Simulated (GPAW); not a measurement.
MgS in GPAW: convergence with k mesh

The system is MgS.

```
S Mg
1.0
     0.00000    2.83312    2.83312
     2.83312    0.00000    2.83312
     2.83312    2.83312    0.00000
S Mg
1 1
Direct
  0.25000 0.25000 0.25000
  0.00000 0.00000 0.00000
```

The cell comes from a database or a generator and needn't be the stable form of this composition.

```yaml
Program: GPAW 26.7.0
Task: convergence study
Functional: LDA
Potentials_or_basis: the program's PAW data sets (release 1.2.1) made for this functional
Cutoff: 800 eV
Basis: pw
k_mesh: 2 × 2 × 2
Occupations: fermi-dirac, width 0.05 eV
Spin: no spin polarisation
```

These are the settings of the first run; the series varies k mesh, with any setting tied to it.

Hardware: 1 thread of AMD EPYC 9R45 96-Core Processor (Zen 5), with other jobs on the host.

Question: The values tried are 2 × 2 × 2, 3 × 3 × 3, 4 × 4 × 4, 5 × 5 × 5, 6 × 6 × 6, 7 × 7 × 7, 9 × 9 × 9, 11 × 11 × 11, loosest first. From which on does the pressure stay within 0.1 GPa of the tightest run that finished?

Answer: From 4 × 4 × 4 on.

```tsv
k mesh	energy less the tightest run, at zero smearing (meV/atom)	pressure (GPa)	gap on the mesh (eV)	SCF cycles	CPU time (s)	peak memory (GiB)
2 × 2 × 2	389.92	1.02	2.996	9	2.3	0.15
3 × 3 × 3	50.58	-1.69	3.135	8	2.6	0.15
4 × 4 × 4	8.39	-2.10	3.163	8	3.6	0.15
5 × 5 × 5	1.60	-2.18	3.170	8	4.2	0.16
6 × 6 × 6	0.34	-2.19	3.171	8	5.7	0.16
7 × 7 × 7	0.07	-2.19	3.171	8	6.9	0.16
9 × 9 × 9	0.01	-2.19	3.172	8	11	0.18
11 × 11 × 11	0.00	-2.19	3.172	8	17	0.2
```

Against the tightest run, the energy stays within 1 meV/atom from 6 × 6 × 6 on; the gap on the mesh stays within 0.01 eV from 4 × 4 × 4 on. Meshes of other sizes hit other points, so gaps and Fermi surfaces needn't settle smoothly. The tightest run that finished is the yardstick and may itself not be fully converged.

Caveat, for the tightest run too: an odd mesh through Γ misses points on the zone boundary, where band edges often lie.
